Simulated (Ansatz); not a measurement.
**Random displacements in SiC**

Method: DFT r2SCAN, scalar-relativistic, plane waves, PAW in Ansatz. Settings: plane waves to 500 eV, k-mesh 12×12×4 (Γ-centred), Gaussian smearing 0.05 eV. No spin polarisation. Energies are free energies at this smearing, counted from the undisturbed cell; pressure is positive in compression.

The undisturbed cell (as given, not relaxed at this level):

```
CELL_PARAMETERS angstrom
3.07569 0.00000 0.00000
-1.53785 2.66363 0.00000
0.00000 0.00000 10.07065
ATOMIC_POSITIONS crystal
Si 0.66667 0.33333 0.93784
Si 0.33333 0.66667 0.43784
Si 0.00000 0.00000 0.68789
Si 0.00000 0.00000 0.18789
C 0.66667 0.33333 0.74980
C 0.33333 0.66667 0.24980
C 0.00000 0.00000 0.50046
C 0.00000 0.00000 0.00046
```

The atoms are displaced (Å, in the unstrained cell):

```
atom ux uy uz
 Si1   0.023  -0.141  -0.145
 Si2   0.613   0.160   0.065
 Si3  -0.397   0.181   0.424
 Si4  -0.018   0.189   0.036
  C5  -0.701  -0.342  -0.144
  C6  -0.009  -0.040  -0.422
  C7  -0.111   0.033   0.356
  C8   0.600  -0.041  -0.170
```

Strain (Voigt, engineering shear): (0.0106, -0.0093, 0.0084, 0.0188, 0.0045, -0.0336).

Task: What are the energy change, the stress and the forces?

Result: ΔE = 3146.9 meV/atom; stress (xx, yy, zz, yz, xz, xy; compression positive) (132.86, 59.76, 38.54, -2.98, -2.48, 63.85) GPa.
```csv
atom,Fx (eV/Å),Fy,Fz
Si1,19.57,16.98,-9.65
Si2,-11.63,-11.12,-8.36
Si3,-38.45,-12.39,-6.98
Si4,1.44,-12.02,-4.07
C5,41.84,13.28,4.23
C6,0.21,11.74,4.14
C7,9.86,10.72,7.28
C8,-22.84,-17.19,13.41
```

Cost: 1 run of about 0.7 core-minutes, on AMD EPYC 9R45 (Zen 5) (shared hosts).